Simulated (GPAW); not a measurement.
Records of electronic-structure calculations.

```json
{"subject": "Quasiparticle gap of RbBr (Fm-3m) in GPAW", "lattice_ang": [[-0.0, 3.427, 3.427], [3.427, -0.0, 3.427], [3.427, 3.427, -0.0]], "atoms": [["Rb", 0.0, 0.0, 0.0], ["Br", 0.5, 0.5, 0.5]], "method": "DFT, PBE, plane waves, PAW (and 1 further level or step)", "program": "GPAW 26.7.0", "settings": "cutoff 450 eV, GPAW PAW setups 1.2.1 data release, 4×4×4 k-mesh, nbands 433", "cost": "3 runs, 4.9 min in all on 4 MPI ranks of Intel Xeon Platinum 8375C at 2.90GHz (Ice Lake), shared host", "notes": "The database entry behind the starting cell differs from other determinations of this structure. The cell and positions come from the Crystallography Open Database and are kept as given unless a step says otherwise. Limits: no spin-orbit coupling.", "results": {"pbe_gap": "4.37 eV, direct", "g0w0_gap_on_the_mesh": "6.90 eV", "gw_settings": "4×4×4 mesh, 423 bands, screening to 175 eV, Godby-Needs plasmon pole", "known_limits": "short of the basis limit; no spin-orbit coupling"}}
```

[Long decimals in the printed logs are rounded to 6 places.]

[Logs are printed without paths, hosts, clocks, repeated set-up lines and the standing remarks that a program may print on its own settings, such as how far it seeks lower states.]

[Paths, hosts, dates, memory and timing lines, banners, echoed tables and standing remarks are left out of the program output; an Ansatz launch command may be rebuilt from the run's recorded settings. Measured values are a selection of at most five: reports struck by readers or far from the other reports are left out. None is set beside runs whose start may be inverted or whose files or cutoffs have a known fault.]

[Runs of the session that timed out or met a known fault of the program may be left out.]

[Hosts, paths, dates, database ids (printed as entryN), source tags and the programs' standing remarks are cut or masked in the printed files.]

[Where the starting crystal was built by hand or by swapping elements, it need not be the compound's stable phase.]
